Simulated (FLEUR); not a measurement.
# Pd (Fm-3m) in FLEUR: further runs

Runs on Pd. Level: RPBE. Tasks: band structure, equation of state.

Program: FLEUR MaX-R8.1 (patched build s14). These are calculated values, not measurements. Logs are shortened: lines on timing, memory, paths and dates and some standing lists are left out, and cuts for length are marked.

## (1) Starting point

The structure is cubic, space group Fm-3m (No. 225). Conventional cell: a = 3.893 Å, b = 3.893 Å, c = 3.893 Å, α = 90.00°, β = 90.00°, γ = 90.00°. Around Pd (site symmetry m-3m) lie 12 Pd at 2.75 Å.

## (2) Band structure, RPBE

File inp.xml:

```xml
<?xml version="1.0" encoding="UTF-8" standalone="no"?>
<fleurInput fleurInputVersion="0.39">
   <comment>
      Pd                                                                                                  
   </comment>
   <calculationSetup>
      <cutoffs Kmax="3.8" Gmax="11.8" GmaxXC="11.8" numbands="0"/>
      <scfLoop itmax="60" minDistance="0.00001" maxIterBroyd="15" imix="Anderson" alpha="0.05" precondParam="0.0" spinf="2.0"/>
      <coreElectrons ctail="T" frcor="F" kcrel="0" coretail_lmax="0"/>
      <xcFunctional name="Rpbe" relativisticCorrections="F"/>
      <magnetism jspins="1"/>
      <soc l_soc="F" theta="0.0" phi="0.0" spav="F"/>
      <expertModes spex="0" secvar="F"/>
      <geometryOptimization l_f="F" forcealpha="1.0" forcemix="BFGS" epsdisp="0.00001" epsforce="0.00001"/>
      <ldaU l_linMix="F" mixParam="0.05" spinf="1.0"/>
   </calculationSetup>
   <cell>
      <bzIntegration valenceElectrons="18.0" mode="hist" fermiSmearingEnergy="0.00183747">
         <kPointListSelection listName="default-1"/>
         <!-- k-points included here -->
         <xi:include xmlns:xi="http://www.w3.org/2001/XInclude" href="kpts.xml"> </xi:include>
      </bzIntegration>
      <!-- symmetry operations included here -->
      <xi:include xmlns:xi="http://www.w3.org/2001/XInclude" href="sym.xml"> </xi:include>
      <bulkLattice scale="1.0">
         <bravaisMatrix>
            <row-1>    0.0000000000000000     3.6783519015338997     3.6783519015338997</row-1>
            <row-2>    3.6783519015338997     0.0000000000000000     3.6783519015338997</row-2>
            <row-3>    3.6783519015338997     3.6783519015338997     0.0000000000000000</row-3>
         </bravaisMatrix>
      </bulkLattice>
   </cell>
   <atomSpecies>
      <species name="Palladium (Pd)" element="Pd" atomicNumber="46">
         <mtSphere radius="2.41" gridPoints="797" logIncrement="0.016"/>
         <atomicCutoffs lmax="10" lnonsphr="8"/>
         <electronConfig flipSpins="F">
            <coreConfig>(1s1/2) (2s1/2) (2p1/2) (2p3/2) (3s1/2) (3p1/2) (3p3/2) (3d3/2) (3d5/2)</coreConfig>
            <valenceConfig>(4s1/2) (4p1/2) (4p3/2) (5s1/2) (4d3/2) (4d5/2)</valenceConfig>
            <stateOccupation state="(5s1/2)" spinUp="0.500000" spinDown="0.500000"/>
            <stateOccupation state="(4d3/2)" spinUp="1.800000" spinDown="1.800000"/>
            <stateOccupation state="(4d5/2)" spinUp="2.700000" spinDown="2.700000"/>
         </electronConfig>
         <energyParameters s="5" p="5" d="4" f="4"/>
         <lo type="SCLO" l="0" n="4" eDeriv="0"/>
         <lo type="SCLO" l="1" n="4" eDeriv="0"/>
         <lo type="SCLO" l="1" n="4" eDeriv="1"/>
         <lo type="SCLO" l="2" n="4" eDeriv="2"/>
         <lo type="SCLO" l="3" n="4" eDeriv="2"/>
      </species>
   </atomSpecies>
   <atomGroups>
      <atomGroup species="Palladium (Pd)">
         <relPos label="                   1">.0000000000 .0000000000 .0000000000</relPos>
         <force calculate="T" relaxXYZ="TTT"/>
      </atomGroup>
   </atomGroups>
   <output dos="F" band="F" slice="F">
      <checks vchk="F" cdinf="F"/>
      <bandDOS minEnergy="-.5*Htr" maxEnergy="0.5*Htr" sigma="0.015" storeEVData="T"/>
      <vacuumDOS vacdos="F" integ="F" star="F" nstars="0" locx1="0.0" locy1="0.0" locx2="0.0" locy2="0.0" nstm="0" tworkf="0.0"/>
      <unfoldingBand unfoldBand="F" supercellX="1" supercellY="1" supercellZ="1"/>
      <plotting iplot="0" polar="F">
         <plot TwoD="T" vec1="  1.0  0.0  0.0" vec2="  0.0  1.0  0.0" vec3="  0.0  0.0  1.0" zero="  0.0  0.0  0.0" file="plot"/>
      </plotting>
      <chargeDensitySlicing numkpt="0" minEigenval="0.0" maxEigenval="0.0" nnne="0" pallst="F"/>
      <specialOutput eonly="F"/>
      <magneticCircularDichroism mcd="F" energyLo="-10.0" energyUp="0.0"/>
   </output>
  <!-- We include the file relax.xml here to enable relaxations (see documentation) -->
  <xi:include xmlns:xi="http://www.w3.org/2001/XInclude" href="relax.xml"> <xi:fallback/> </xi:include>
</fleurInput>
```

File crystal.txt:

```
Pd
&input cartesian=F /
0.0000000000  1.9465000000  1.9465000000
1.9465000000  0.0000000000  1.9465000000
1.9465000000  1.9465000000  0.0000000000
1.8897261246
1.0 1.0 1.0

1
46 0.0000000000  0.0000000000  0.0000000000

&kpt div1=12 div2=12 div3=12 gamma=T /
```

File inp.xml (bands):

```
<?xml version="1.0" encoding="UTF-8" standalone="no"?>
<fleurInput fleurInputVersion="0.39">
   <comment>
      Pd                                                                                                  
   </comment>
   <calculationSetup>
      <cutoffs Kmax="3.8" Gmax="11.8" GmaxXC="11.8" numbands="0"/>
      <scfLoop itmax="60" minDistance="0.00001" maxIterBroyd="15" imix="Anderson" alpha="0.05" precondParam="0.0" spinf="2.0"/>
      <coreElectrons ctail="T" frcor="F" kcrel="0" coretail_lmax="0"/>
      <xcFunctional name="Rpbe" relativisticCorrections="F"/>
      <magnetism jspins="1"/>
      <soc l_soc="F" theta="0.0" phi="0.0" spav="F"/>
      <expertModes spex="0" secvar="F"/>
      <geometryOptimization l_f="F" forcealpha="1.0" forcemix="BFGS" epsdisp="0.00001" epsforce="0.00001"/>
      <ldaU l_linMix="F" mixParam="0.05" spinf="1.0"/>
   </calculationSetup>
   <cell>
      <bzIntegration valenceElectrons="18.0" mode="hist" fermiSmearingEnergy="0.00183747">
         <kPointListSelection listName="path-1"/>
         <!-- k-points included here -->
         <xi:include xmlns:xi="http://www.w3.org/2001/XInclude" href="kpts.xml"> </xi:include>
      </bzIntegration>
      <!-- symmetry operations included here -->
      <xi:include xmlns:xi="http://www.w3.org/2001/XInclude" href="sym.xml"> </xi:include>
      <bulkLattice scale="1.0">
         <bravaisMatrix>
            <row-1>    0.0000000000000000     3.6783519015338997     3.6783519015338997</row-1>
            <row-2>    3.6783519015338997     0.0000000000000000     3.6783519015338997</row-2>
            <row-3>    3.6783519015338997     3.6783519015338997     0.0000000000000000</row-3>
         </bravaisMatrix>
      </bulkLattice>
   </cell>
   <atomSpecies>
      <species name="Palladium (Pd)" element="Pd" atomicNumber="46">
         <mtSphere radius="2.41" gridPoints="797" logIncrement="0.016"/>
         <atomicCutoffs lmax="10" lnonsphr="8"/>
         <electronConfig flipSpins="F">
            <coreConfig>(1s1/2) (2s1/2) (2p1/2) (2p3/2) (3s1/2) (3p1/2) (3p3/2) (3d3/2) (3d5/2)</coreConfig>
            <valenceConfig>(4s1/2) (4p1/2) (4p3/2) (5s1/2) (4d3/2) (4d5/2)</valenceConfig>
            <stateOccupation state="(5s1/2)" spinUp="0.500000" spinDown="0.500000"/>
            <stateOccupation state="(4d3/2)" spinUp="1.800000" spinDown="1.800000"/>
            <stateOccupation state="(4d5/2)" spinUp="2.700000" spinDown="2.700000"/>
         </electronConfig>
         <energyParameters s="5" p="5" d="4" f="4"/>
         <lo type="SCLO" l="0" n="4" eDeriv="0"/>
         <lo type="SCLO" l="1" n="4" eDeriv="0"/>
         <lo type="SCLO" l="1" n="4" eDeriv="1"/>
         <lo type="SCLO" l="2" n="4" eDeriv="2"/>
         <lo type="SCLO" l="3" n="4" eDeriv="2"/>
      </species>
   </atomSpecies>
   <atomGroups>
      <atomGroup species="Palladium (Pd)">
         <relPos label="                   1">.0000000000 .0000000000 .0000000000</relPos>
         <force calculate="T" relaxXYZ="TTT"/>
      </atomGroup>
   </atomGroups>
   <output dos="F" band="T" slice="F">
      <checks vchk="F" cdinf="F"/>
      <bandDOS minEnergy="-.5*Htr" maxEnergy="0.5*Htr" sigma="0.015" storeEVData="T"/>
      <vacuumDOS vacdos="F" integ="F" star="F" nstars="0" locx1="0.0" locy1="0.0" locx2="0.0" locy2="0.0" nstm="0" tworkf="0.0"/>
      <unfoldingBand unfoldBand="F" supercellX="1" supercellY="1" supercellZ="1"/>
      <plotting iplot="0" polar="F">
         <plot TwoD="T" vec1="  1.0  0.0  0.0" vec2="  0.0  1.0  0.0" vec3="  0.0  0.0  1.0" zero="  0.0  0.0  0.0" file="plot"/>
      </plotting>
      <chargeDensitySlicing numkpt="0" minEigenval="0.0" maxEigenval="0.0" nnne="0" pallst="F"/>
      <specialOutput eonly="F"/>
      <magneticCircularDichroism mcd="F" energyLo="-10.0" energyUp="0.0"/>
   </output>
  <!-- We include the file relax.xml here to enable relaxations (see documentation) -->
  <xi:include xmlns:xi="http://www.w3.org/2001/XInclude" href="relax.xml"> <xi:fallback/> </xi:include>
</fleurInput>
```

Potentials or basis: all-electron, FLAPW.

Launch:

```console
> inpgen -f crystal.txt -profile fastHighL
> # inp.xml edited to the form shown
> fleur
> fleur   # second run, on inp.xml (bands)
```

Log:

```text
Welcome to FLEUR        (www.flapw.de)
      MaX-Release 8.1          (www.max-centre.eu)

 ========== k-point set info ==========
 Selected k-point list: default-1
 k-point list type: mesh
 12 x 12 x 12
 Number of k points: 72

 ------------Calculation Setup---------------------------
 Number of OMP-threads    :            1
 Number of basis functions:          135
 Approximate size of matrices (H+S) per k-point:         0.000 GB
 --------------------------------------------------------
 Iteration:     1   Distance:      13.18338778 me/bohr^3
 Iteration:     2   Distance:      11.47572508 me/bohr^3
 Iteration:     3   Distance:       4.45541140 me/bohr^3
 Iteration:     4   Distance:       2.89800328 me/bohr^3
 Iteration:     5   Distance:       2.46254066 me/bohr^3
 Iteration:     6   Distance:       0.17656992 me/bohr^3
 Iteration:     7   Distance:       0.06661142 me/bohr^3
 Iteration:     8   Distance:       0.01172571 me/bohr^3
 Iteration:     9   Distance:       0.01108489 me/bohr^3
 Iteration:    10   Distance:       0.00082385 me/bohr^3
 Iteration:    11   Distance:       0.00021870 me/bohr^3
 Iteration:    12   Distance:       0.00013361 me/bohr^3
 Iteration:    13   Distance:       0.00002148 me/bohr^3
 Iteration:    14   Distance:       0.00001922 me/bohr^3
 Iteration:    15   Distance:       0.00000046 me/bohr^3

 ********************************************************************
 Run finished successfully
 Stop message:
   all done
 ********************************************************************
```

output (bands):

```text
Welcome to FLEUR        (www.flapw.de)
      MaX-Release 8.1          (www.max-centre.eu)

 ========== k-point set info ==========
 Selected k-point list: path-1
 k-point list type: path
 Number of k points: 60

 ------------Calculation Setup---------------------------
 Number of OMP-threads    :            1
 Number of basis functions:          135
 Approximate size of matrices (H+S) per k-point:         0.000 GB
 --------------------------------------------------------
 Fermi energy correction for metals:
 Fermi energy in bands.* files may not be consistent with last density.
 Please correct it manually (e.g. in band.gnu file).

 Note: Band structure data (together with different weights) is also stored in the banddos.hdf file.
       A convenient way of extracting and plotting the data from that file is by making use of the

 ********************************************************************
 Run finished successfully
 Stop message:
   Charge density postprocessing done.
 ********************************************************************
```

out.xml (last iteration):

```text
<iteration numberForCurrentRun="   15" overallNumber="   15">
         <energyParameters units="Htr">
            <atomicEP atomType="1" spin="1" branch="5s" branchLowest="-2.68" branchHighest="1.98" value="0.3063006143"/>
            <atomicEP atomType="1" spin="1" branch="5p" branchLowest="-1.40" branchHighest="2.68" value="0.4399665086"/>
            <atomicEP atomType="1" spin="1" branch="4d" branchLowest="-11.49" branchHighest="0.52" value="0.3199450033"/>
            <atomicEP atomType="1" spin="1" branch="4f" branchLowest="-9.99" branchHighest="2.49" value="0.7360990636"/>
            <loAtomicEP atomType="1" spin="1" branch="4s" branchLowest="-22.91" branchHighest="-2.68" value="-2.6880196970"/>
            <loAtomicEP atomType="1" spin="1" branch="4p" branchLowest="-18.49" branchHighest="-1.40" value="-1.4319115230"/>
            <loAtomicEP atomType="1" spin="1" branch="4p" branchLowest="-18.49" branchHighest="-1.40" value="-1.4319115230"/>
            <loAtomicEP atomType="1" spin="1" branch="4d" branchLowest="-11.49" branchHighest="0.52" value="0.3136777711"/>
            <loAtomicEP atomType="1" spin="1" branch="4f" branchLowest="-9.99" branchHighest="2.49" value="0.7360972587"/>
         </energyParameters>
         <eigenvalues>
            <eigenvaluesAt spin="1" ikpt="1" k_x="0.00000000" k_y="0.00000000" k_z="0.00000000">
                      -2.6900019135       -1.4212191386       -1.4212191386       -1.4212191386        0.1441909833
                       0.3010876532        0.3010876532        0.3010876532        0.3598326825        0.3598326825
                       1.0298453098        1.2054687716        1.2054687716        1.2054687716        1.4070555228
            </eigenvaluesAt>
            <eigenvaluesAt spin="1" ikpt="2" k_x="0.00000000" k_y="0.00000000" k_z="0.08333333">
                      -2.6898707855       -1.4222494977       -1.4213697993       -1.4213697993        0.1533868245
                       0.2979083720        0.3041735654        0.3041735654        0.3582673813        0.3582673813
                       1.0390929074        1.1529155567        1.2160694037        1.2160694037        1.4320438466
            </eigenvaluesAt>
            <eigenvaluesAt spin="1" ikpt="3" k_x="0.00000000" k_y="0.00000000" k_z="0.16666667">
                      -2.6895100113       -1.4250321296       -1.4217690192       -1.4217690192        0.1782392920
                       0.2924521029        0.3104252071        0.3104252071        0.3573496528        0.3573496528
                       1.0357670012        1.0793877713        1.2441241611        1.2441241611        1.3703764532
            </eigenvaluesAt>
            <eigenvaluesAt spin="1" ikpt="4" k_x="0.00000000" k_y="0.00000000" k_z="0.25000000">
                      -2.6890148994       -1.4288034088       -1.4223110352       -1.4223110352        0.2057971898
                       0.3001670170        0.3116429637        0.3116429637        0.3653119034        0.3653119034
                       0.9388368376        1.0688134632        1.2705658872        1.2705658872        1.3522306119
            </eigenvaluesAt>
         </eigenvalues>
         <bandgap value="0.0043225053" units="eV"/>
         <sumValenceSingleParticleEnergies value="-10.8489724729" units="Htr"/>
         <FermiEnergy value="0.4042266400" units="Htr"/>
         <valenceDensity>
            <mtCharges spin="1">
               <mtCharge atomType="1" total="16.6181623" s="2.3309352" p="6.2413984" d="8.0016837" f="0.0343493"/>
            </mtCharges>
            <spinDependentCharge spin="1" total="18.0000000" interstitial="1.3818377" mtSpheres="16.6181623"/>
            <totalCharge value="18.0000000000"/>
         </valenceDensity>
         <coreStates atomType="     1" atomicNumber=" 46" spin="1" kinEnergy="   5099.7567705024" eigValSum="  -2999.0821863213" lostElectrons=" 0.000000">
            <state n="1" l="0" j="0.5" energy="-887.1889498204" weight="1.0000000000"/>
            <state n="2" l="0" j="0.5" energy="-129.1087323899" weight="1.0000000000"/>
            <state n="2" l="1" j="0.5" energy="-119.6787858030" weight="1.0000000000"/>
            <state n="2" l="1" j="1.5" energy="-113.8237975073" weight="2.0000000000"/>
            <state n="3" l="0" j="0.5" energy="-22.9123779789" weight="1.0000000000"/>
            <state n="3" l="1" j="0.5" energy="-19.1964776729" weight="1.0000000000"/>
            <state n="3" l="1" j="1.5" energy="-18.1750591869" weight="2.0000000000"/>
            <state n="3" l="2" j="1.5" energy="-11.6137478082" weight="2.0000000000"/>
            <state n="3" l="2" j="2.5" energy="-11.4101868303" weight="3.0000000000"/>
         </coreStates>
         <allElectronCharges>
            <spinDependentCharge spin="1" total="46.0000000" interstitial="1.3818377" mtSpheres="44.6181623"/>
            <totalCharge value="45.9999999991"/>
         </allElectronCharges>
         <totalEnergy                                    value="    -5047.3310854263" units="Htr">
            <sumOfEigenvalues                            value="    -3009.9311587942">
               <coreElectrons value="-2999.0821863213"/>
               <valenceElectrons value="-10.8489724729"/>
            </sumOfEigenvalues>
            <densityCoulombPotentialIntegral value="-8095.3635697932"/>
            <densityEffectivePotentialIntegral value="-8282.4698976578"/>
            <chargeDenXCDenIntegral value="-144.5263661052"/>
            <FockExchangeEnergyValence value="0.0000000000"/>
            <FockExchangeEnergyCore value="0.0000000000"/>
            <atomTypeDependentContributions atomType="1">
               <electronNucleiInteractionDifferentMTs value="6105.4486786115"/>
               <MadelungTerm value="-22.2129946767"/>
            </atomTypeDependentContributions>
            <tkbTimesEntropy value="0.0007193806"/>
            <freeEnergy value="-5047.3318048068"/>
            <extrapolationTo0K value="-5047.3314451165"/>
         </totalEnergy>
         <densityConvergence units="me/bohr^3">
            <chargeDensity spin="1" distance="0.0000004564"/>
         </densityConvergence>
      </iteration>
```

Run time: 8.2 s. Hardware: 1 thread of INTEL XEON PLATINUM 8581C at 2.10GHz (Emerald Rapids), shared host; peak memory 0.05 GiB.

Results:

```
Free energy                                           : -137344.8953 eV
Band gap along the path                               : none (metal or under the smearing width)
Valence electrons inside the program's atomic spheres : Pd 16.62 (radii Pd 2.41 bohr)
```

Levels at the corners of the path, in eV from the Fermi level:
| point | band 6 | band 7 | band 8 | band 9 | band 10 | band 11 | band 12 | band 13 |
| --- | --- | --- | --- | --- | --- | --- | --- | --- |
| Γ | -2.81 | -2.81 | -2.81 | -1.21 | -1.21 | 17.02 | 21.80 | 21.80 |
| X | -5.08 | -0.04 | 0.31 | 0.31 | 3.39 | 10.84 | 13.26 | 13.26 |
| W | -3.35 | -3.35 | -1.31 | 0.31 | 8.95 | 8.95 | 10.52 | 11.60 |
| K | -4.12 | -1.95 | -0.94 | -0.14 | 7.15 | 8.16 | 10.89 | 15.95 |
| Γ | -2.81 | -2.81 | -2.81 | -1.21 | -1.21 | 17.02 | 21.80 | 21.80 |
| L | -2.86 | -2.86 | -0.01 | -0.01 | 1.05 | 7.39 | 16.44 | 21.04 |
| U | -4.12 | -1.95 | -0.94 | -0.14 | 7.15 | 8.16 | 10.89 | 15.95 |
| W | -3.35 | -3.35 | -1.31 | 0.31 | 8.95 | 8.95 | 10.52 | 11.60 |
| L | -2.86 | -2.86 | -0.01 | -0.01 | 1.05 | 7.39 | 16.44 | 21.04 |
| K | -4.12 | -1.95 | -0.94 | -0.14 | 7.15 | 8.16 | 10.89 | 15.95 |
| U | -4.12 | -1.95 | -0.94 | -0.14 | 7.15 | 8.16 | 10.89 | 15.95 |
| X | -5.08 | -0.04 | 0.31 | 0.31 | 3.39 | 10.84 | 13.26 | 13.26 |

Core levels (eV from the Fermi level):
| atom | levels |
| --- | --- |
| 1 Pd | 1s1/2 -24152.6, 2s1/2 -3524.2, 2p1/2 -3267.6, 2p3/2 -3108.3, 3s1/2 -634.5, 3p1/2 -533.4, 3p3/2 -505.6, 3d3/2 -327.0, 3d5/2 -321.5 |

(Part 1 of 2 ends here.)
